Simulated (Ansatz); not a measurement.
Computed energy against volume: InN (wurtzite)

InN (wurtzite)

```xyz
4
Lattice="3.5475 0.0000 0.0000 -1.7737 3.0722 0.0000 0.0000 0.0000 5.7226" Properties=species:S:1:pos:R:3 pbc="T T T"
In     1.7737     1.0241     0.0129
In     0.0000     2.0481     2.8742
N      1.7737     1.0241     3.5648
N      0.0000     2.0481     0.7035
```

Equation-of-state scan: isotropic scaling of the cell above, V₀ being its volume. The atoms relax within the cell's symmetry.

Computed with r2SCAN (plane waves to 500 eV, PAW, scalar-relativistic; Ansatz, a quantum-chemistry and plane-wave program). k mesh 11×11×6 (Γ-centred), Fermi-Dirac smearing 0.05 eV. E stands for the smeared free energy. Compression counts positive. With the shape held, the modulus is that of even scaling; a crystal free to change shape is softer. InN was relaxed with its symmetry unable to fall. ΔE is measured from the relaxed starting cell.

| V/V₀ | ΔE (meV/atom) | P (GPa) |
|---|---|---|
| 0.940 | 27.5 | 10.0 |
| 0.955 | 15.0 | 7.2 |
| 0.970 | 6.5 | 4.6 |
| 0.985 | 1.6 | 2.2 |
| 1.000 | 0.0 | 0.0 |
| 1.015 | 1.5 | -2.0 |
| 1.030 | 5.8 | -3.9 |
| 1.045 | 12.7 | -5.6 |
| 1.060 | 22.0 | -7.1 |

Read from the data:

```yaml
pressure_at_the_smallest_volume: 10.0 GPa
energy_cost_of_the_largest_compression: 27.5 meV/atom
energy_cost_of_the_largest_expansion: 22.0 meV/atom
Bulk modulus at fixed cell shape B₀ (third-order Birch-Murnaghan fit): 140 GPa
Pressure derivative B₀′ (fit): 4.6
equilibrium_volume_of_the_fit: 15.59 Å³/atom
Pressure for 5 % compression (fit): 8.1 GPa
```

(A scan under strain: stresses follow from slopes of the energy per volume, elastic moduli from its curvatures.)
